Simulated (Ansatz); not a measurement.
Input of an Ansatz 0.2.0 run:

The input input.yaml:

```yaml
crystal:
  lattice:
    - [0.0, 2.2239077028, 2.2239077028]
    - [2.2239077028, 0.0, 2.2239077028]
    - [2.2239077028, 2.2239077028, 0.0]
  atoms:
    - { symbol: Mn, position: [0.0, 0.0, 0.0], spin: 4.0 }
    - { symbol: O, position: [0.5, 0.5, 0.5] }
hamiltonian:
  xc: r2scan0
  pseudopotentials: { kind: paw }
magnetization:
  spin_polarized: true
kpoints:
  mp_grid: { grid: [6, 6, 6] }
scf:
  occupations: { method: fermi_dirac, width: 0.05 }
output:
  forces: true
  stress: true
  eigenvalues: true
```

Potentials or basis: Ansatz PAW.

Run with:

```console
$ ansatz run input.yaml --threads 2 --pin off --max-ram 5632MiB --backend cpu --events-out ev --progress --plain --runs-dir out
```

Task: Estimate the net moment.

Result: 5.00 μB per cell.

Task: What does it give for the band gap on the k mesh?

Result: 2.49 eV, indirect (least direct gap 5.14 eV).

Task: Estimate the pressure.

Result: -1.5 GPa.

Task: Estimate the site moments.

Result: Mn +4.34; O +0.22 μB.

Caveat: the magnetic or orbital state may not be the lowest; the pressure holds a Pulay correction of +0.3 GPa for the finite cutoff; a cell with one magnetic atom can't hold antiferromagnetic order, which such compounds often take; the PAW data sets come from PBE, with cores solved anew for the run's functional, which leaves a small shift of forces and pressure; the thresholds are loose for stress. A k mesh can miss the band edges.
